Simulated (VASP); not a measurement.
## Ag: density of states with PBEsol+D3+U

Crystal: Ag.

```
Ag
1.0
     2.68180    0.00000    0.00000
     1.34090    2.32251    0.00000
     1.34090    0.77417    2.18968
Ag
1
Direct
  0.00000 0.00000 0.00000
```

The cell isn't the ideal one: volume scaled by 0.8.

```
Program                : VASP 6.6.1
Task                   : density of states
Functional             : PBEsol
Dispersion             : D3
Potentials or basis    : VASP PAW PBE potentials, release 64 (Ag)
Cutoff                 : 520 eV
k mesh                 : 11 × 11 × 11
Occupations            : fermi-dirac, width 0.05 eV
Spin                   : no spin polarisation
Hubbard terms          : Ag d U = 3 eV, J = 0.5 eV
LDAUTYPE               : 2
Hund's J               : 0.5
Further INCAR settings : ALGO = Normal; EDIFF = 1.00e-07
```

```
Pressure                                              : 27.8 GPa
Band gap on the k mesh                                : none (metal or under the smearing width)
Valence electrons inside the program's atomic spheres : Ag 10.26
Dispersion energy per atom                            : -0.520 eV
```

Levels at points of the mesh, in eV from the Fermi level:
```tsv
k point	band 4	band 5	band 6	band 7	band 8	band 9
(0.00, 0.00, 0.00)	-6.62	-5.10	-5.10	16.33	21.24	21.24
```

States per cell in windows of 1 eV (zero at the Fermi level; states under -8 eV left out):
```
from (eV)  total  Ag1_d  Ag1_p  Ag1_s
     -8.0   1.79   1.47   0.07   0.09
     -7.0   2.37   2.09   0.08   0.06
     -6.0   1.81   1.61   0.07   0.03
     -5.0   2.02   1.90   0.04   0.02
     -4.0   1.08   0.98   0.03   0.03
     -3.0   0.06   0.02   0.01   0.01
     -2.0   0.31   0.12   0.08   0.06
     -1.0   0.14   0.04   0.05   0.02
      0.0   0.26   0.07   0.09   0.04
      1.0   0.22   0.06   0.09   0.03
      2.0   0.22   0.05   0.10   0.02
      3.0   0.16   0.04   0.07   0.02
      4.0   0.14   0.04   0.05   0.03
      5.0   0.29   0.08   0.06   0.10
      6.0   0.32   0.08   0.10   0.07
      7.0   0.15   0.04   0.05   0.03
```

Eigenvalues of the final occupation matrices:
```tsv
site	spin	trace	eigenvalues
site 1 d	1	4.67	0.93 0.93 0.93 0.94 0.94
site 1 d	2	4.67	0.93 0.93 0.93 0.94 0.94
```

Run time: 4.7 s on 1 thread of Intel(R) Xeon(R) 6975P-C (Granite Rapids), on a shared host, peak memory 0.14 GiB.

Caveat: the PAW data sets were made with another functional, which shifts forces and pressure a little; U without spin polarisation on a metal has little footing; pairwise dispersion overbinds metals, which lowers pressure and volume; the U is typed as a test and isn't derived for this compound.
